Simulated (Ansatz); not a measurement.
Set up this calculation in Ansatz 0.2.0, as the native input.

```
Task                : density of states
Functional          : RPBE
Dispersion          : D3(BJ)-ATM
Potentials or basis : Ansatz PAW
Cutoff              : 420 eV (not typed: the program's choice for these potentials)
k mesh              : 7 × 7 × 7
Occupations         : cold, width 0.05 eV
Spin                : spin-orbit coupling, no magnetisation
```

Crystal: C.

```xyz
2
Lattice="0.0000 1.7834 1.7834 1.7834 0.0000 1.7834 1.7834 1.7834 0.0000" Properties=species:S:1:pos:R:3 pbc="T T T"
C     2.6751    2.6751    2.6751
C     1.7834    1.7834    1.7834
```

This isn't the form of C at room conditions, which is graphite.

One way to write it, as run:

input.yaml

```yaml
crystal:
  lattice:
    - [0.0, 1.78337, 1.78337]
    - [1.78337, 0.0, 1.78337]
    - [1.78337, 1.78337, 0.0]
  atoms:
    - { symbol: C, position: [0.75, 0.75, 0.75] }
    - { symbol: C, position: [0.5, 0.5, 0.5] }
hamiltonian:
  xc: rpbe
  pseudopotentials: { kind: paw_fr }
  dispersion: d3bjatm
kpoints:
  mp_grid: { grid: [7, 7, 7] }
scf:
  occupations: { method: cold, width: 0.05 }
  n_extra_bands: 6
output:
  forces: true
  stress: true
  eigenvalues: true
  dos: { projected: false, de: 0.05 }
magnetization:
  noncollinear: true
  spin_orbit: true
```

Potentials or basis: Ansatz PAW.

The run is started by

```bash
$ ansatz run input.yaml --threads 1 --pin off --max-ram 2560MiB --backend cpu --events-out ev --progress --plain --runs-dir out
```

It gave:

- Pressure: -9.8 GPa
- Band gap on the k mesh: 4.27 eV, indirect (least direct gap 5.59 eV)

Caveat: the k mesh is coarse (spacing up to 0.44 Å⁻¹), so the values aren't converged; odd divisions of the mesh miss points on the zone boundary, where band edges often lie, so the gap on the mesh can be too wide; the pressure holds a Pulay correction of +0.9 GPa for the finite cutoff; the PAW data sets come from PBE, with cores solved anew for the run's functional, which leaves a small shift of forces and pressure.

It took 2.4 s on 1 thread of Arm Neoverse V1 (shared host), peak memory 0.24 GiB.
